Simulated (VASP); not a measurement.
Input of a VASP 6.6.1 run:

File POSCAR:

```
AlRu
1.0
    2.9916000000      0.0000000000      0.0000000000
    0.0000000000      2.9916000000      0.0000000000
    0.0000000000      0.0000000000      2.9916000000
Ru Al
1 1
Direct
    0.5000000000      0.5000000000      0.5000000000
    0.0000000000      0.0000000000      0.0000000000
```

The input INCAR.step1:

```
PREC = Accurate
ENCUT = 600
EDIFF = 1E-7
ISMEAR = -1
SIGMA = 0.05
LREAL = F
LASPH = T
NELM = 80
ALGO = Normal
ISIF = 2
LWAVE = F
LCHARG = T
LMAXMIX = 4
GGA = PE
NBANDS = 16
```

Contents of KPOINTS.step1:

```
regular mesh
0
Gamma
  9 9 9
```

The input INCAR.step2:

```
PREC = Accurate
ENCUT = 600
EDIFF = 1E-7
ISMEAR = 0
SIGMA = 0.05
LREAL = F
LASPH = T
NELM = 80
ALGO = Normal
ISIF = 2
LWAVE = F
LCHARG = F
LMAXMIX = 4
GGA = PE
NBANDS = 16
ICHARG = 11
```

Contents of KPOINTS.step2:

```
path GXMGRX,MR
10
line-mode
reciprocal
 0.0000000000  0.0000000000  0.0000000000  G
 0.0000000000  0.5000000000  0.0000000000  X

 0.0000000000  0.5000000000  0.0000000000  X
 0.5000000000  0.5000000000  0.0000000000  M

 0.5000000000  0.5000000000  0.0000000000  M
 0.0000000000  0.0000000000  0.0000000000  G

 0.0000000000  0.0000000000  0.0000000000  G
 0.5000000000  0.5000000000  0.5000000000  R

 0.5000000000  0.5000000000  0.5000000000  R
 0.0000000000  0.5000000000  0.0000000000  X

 0.5000000000  0.5000000000  0.0000000000  M
 0.5000000000  0.5000000000  0.5000000000  R
```

Potentials or basis: VASP PAW PBE potentials, release 64 (Ru_pv, Al).

Launch:

```bash
$ cat potpaw_PBE.64/Ru_pv/POTCAR potpaw_PBE.64/Al/POTCAR > POTCAR
$ cp INCAR.step1 INCAR
$ cp KPOINTS.step1 KPOINTS
$ mpirun -np 1 vasp_std > vasp.out
$ cp INCAR.step2 INCAR
$ cp KPOINTS.step2 KPOINTS
$ mpirun -np 1 vasp_std > vasp.out
```

Task: What does it give for the band gap along the path?

Result: None (metal or under the smearing width).

Levels at the corners of the path, in eV from the Fermi level:
```csv
point,band 6,band 7,band 8,band 9,band 10,band 11
Γ,-3.49,0.24,0.24,0.24,6.16,6.16
X,-2.69,-1.54,-1.54,0.49,2.36,7.53
X,-2.69,-1.54,-1.54,0.49,2.36,7.53
M,-1.28,-1.28,-1.10,-1.10,1.60,5.39
M,-1.28,-1.28,-1.10,-1.10,1.60,5.39
Γ,-3.49,0.24,0.24,0.24,6.16,6.16
Γ,-3.49,0.24,0.24,0.24,6.16,6.16
R,-4.56,1.69,1.69,2.66,4.22,4.22
R,-4.56,1.69,1.69,2.66,4.22,4.22
X,-2.69,-1.54,-1.54,0.49,2.36,7.53
M,-1.28,-1.28,-1.10,-1.10,1.60,5.39
R,-4.56,1.69,1.69,2.66,4.22,4.22
```

Caveat: the log is that of the step along the path at fixed density, whose energy, stress, charges and moments have no meaning.
